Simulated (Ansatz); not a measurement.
# Zr (P6_3/mmc) in Ansatz: a run that goes wrong, beside a sound one

A flawed run on Zr and a sound one for comparison.

All numbers are computed with Ansatz 0.2.0; they aren't measurements. Logs are shortened: lines on timing, memory, paths and dates and some standing lists are left out, and cuts for length are marked.

**1. Starting point**

It takes space group P6_3/mmc (No. 194, hexagonal). The conventional cell has a = 3.232 Å, b = 3.232 Å, c = 5.147 Å, α = 90.00°, β = 90.00°, γ = 120.00°. Zr (site symmetry -6m2) has 12 Zr at 3.18 to 3.23 Å as nearest neighbours.

**2. A run with an altered input**

input.yaml reads:

```yaml
crystal:
  lattice:
    - [3.232, 0.0, 0.0]
    - [-1.616, 2.798994105, 0.0]
    - [0.0, 0.0, 5.147]
  atoms:
    - { symbol: Zr, position: [0.6666666667, 0.3333333333, 0.75] }
    - { symbol: Zr, position: [0.3333333333, 0.6666666667, 0.25] }
hamiltonian:
  xc: lda
  pseudopotentials: { kind: paw }
kpoints:
  mp_grid: { grid: [9, 9, 5] }
scf:
  occupations: { method: fermi_dirac, width: 0.05 }
  max_iter: 2.5
output:
  forces: true
  stress: true
  eigenvalues: true
relax:
  f_tol: 0.01
  max_steps: 40
  cell: { stress_tol: 0.05 }
```

Potentials or basis: Ansatz PAW.

The run is started by

```bash
$ ansatz run input.yaml --threads 2 --pin off --max-ram 5632MiB --backend cpu --events-out ev --progress --plain --runs-dir out
```

The log of the run:

```text
Error: YAML parse error: error: line 16 column 13: invalid u64
  --> <input>:16:13
   |
14 | scf:
15 |   occupations: { method: fermi_dirac, width: 0.05 }
16 |   max_iter: 2.5
   |             ^ invalid u64
17 | output:
18 |   forces: true
   |
```

Run time: 0.02 s. Hardware: 2 threads of Arm Neoverse V2, shared host; peak memory 0.022 GiB.

The program refused the input. What is wrong with the input: a value of the wrong type.

**3. Relaxation of cell and atoms, LDA**

input.yaml, as its differences from that of step 2:

```diff
@@ -15,3 +15,2 @@
   occupations: { method: fermi_dirac, width: 0.05 }
-  max_iter: 2.5
 output:
```

Potentials or basis: Ansatz PAW.

The run is started by

```bash
$ ansatz run input.yaml --threads 2 --pin off --max-ram 5632MiB --backend cpu --events-out ev --progress --plain --runs-dir out
```

It took 4.7 s on 2 threads of Arm Neoverse V2, shared host; peak memory 0.32 GiB.

Results (log left out):

* Free energy: -8154.9397 eV
* Relaxed volume: 21.80 Å³/atom
* Relaxed cell: a = 3.145 Å, b = 3.145 Å, c = 5.089 Å, α = 90.00°, β = 90.00°, γ = 120.00°
* Space group after relaxing (to 0.05 Å): P6_3/mmc (No. 194)
* Energy gained by relaxing: 30.1 meV/atom
* Ionic steps: 5
* Pressure after relaxing: 0.0 GPa
* Band gap on the k mesh: none (metal or under the smearing width)

The path:
| step | energy change (eV) | largest force (eV/Å) | volume (Å³) |
| --- | --- | --- | --- |
| 1 | 0.0000 | 0.0000 | 46.56 |
| 2 | -0.0600 | 0.0000 | 43.80 |
| 3 | -0.0604 | 0.0000 | 43.58 |
| 4 | -0.0604 | 0.0000 | 43.59 |
| 5 | -0.0602 | 0.0000 | 43.59 |

Final structure:
```
Zr
1.0
     3.14494    0.00000    0.00000
    -1.57247    2.72360    0.00000
     0.00000    0.00000    5.08907
Zr
2
Cartesian
  1.5725 0.9079 3.8168
  0.0000 1.8157 1.2723
```

Levels at points of the mesh, in eV from the Fermi level:
```tsv
k point	band 8	band 9	band 10	band 11	band 12	band 13	band 14	band 15	band 16
(0.00, 0.00, 0.00)	-26.02	-5.75	-3.22	0.87	0.87	0.87	1.39	1.59	1.59
```

Caveat: the plane-wave basis is chosen anew once the cell has moved, so the energies of steps on either side of that aren't comparable; the PAW data sets come from PBE, with cores solved anew for the run's functional, which leaves a small shift of forces and pressure. Zero-point motion and thermal expansion aren't in these numbers.
